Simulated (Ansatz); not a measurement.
# SnO2: the cost of one run

All numbers below are computed with Ansatz 0.2.0 (DFT PBE, scalar-relativistic, plane waves, PAW).

5 further runs of the same task are left out: 1 that didn't finish, 4 set aside as unsound or not needed. Runs told in other sessions of the task aren't counted.

**1. The system as given**

The cell holds 24 atoms (CeO16Sn7): a = 6.827 Å, b = 6.827 Å, c = 8.077 Å, α = 115.00°, β = 115.00°, γ = 90.00°.

The coordinates of this cell stand in the input of its own run.

The host was relaxed before at PBE: a = 4.827 Å, b = 4.827 Å, c = 3.238 Å, α = 90.00°, β = 90.00°, γ = 90.00° (conventional cell), 12.576 Å³/atom.

Places, in fractions of the supercell: Ce in place of Sn at (0.625, 0.125, 0.250). The start keeps the symmetry of the ideal site.

**2. Band edges of the host over the zone**

File input.yaml:

```yaml
crystal:
  lattice:
    - [4.8271899931, 0.0, 0.0]
    - [0.0, 4.8271899931, 0.0]
    - [0.0, 0.0, 3.2381523548]
  atoms:
    - { symbol: Sn, position: [0.5, 0.5, 0.5] }
    - { symbol: Sn, position: [0.0, 0.0, 0.0] }
    - { symbol: O, position: [0.1934234795, 0.8065765205, 0.5] }
    - { symbol: O, position: [0.8065765205, 0.1934234795, 0.5] }
    - { symbol: O, position: [0.3065765205, 0.3065765205, 0.0] }
    - { symbol: O, position: [0.6934234795, 0.6934234795, 0.0] }
basis:
  ecutwfc: 420
  xc_grid: 2
kpoints:
  mp_grid: { grid: [6, 6, 8] }
  band_path: { path: [VBM, CBM], npoints: 2 }
hamiltonian:
  xc: pbe
scf:
  occupations: { method: gaussian, width: 0.02 }
output:
  forces: true
  stress: true
  eigenvalues: true
```

Run with:

```
$ ansatz run input.yaml --threads 8 --pin off --max-ram 16384MiB --backend cpu --events-out ev --progress --plain --runs-dir out
```

What time and memory should one allow on 8 threads of Arm Neoverse V1, shared host?

About 2.4 s, with a peak of 0.49 GiB.
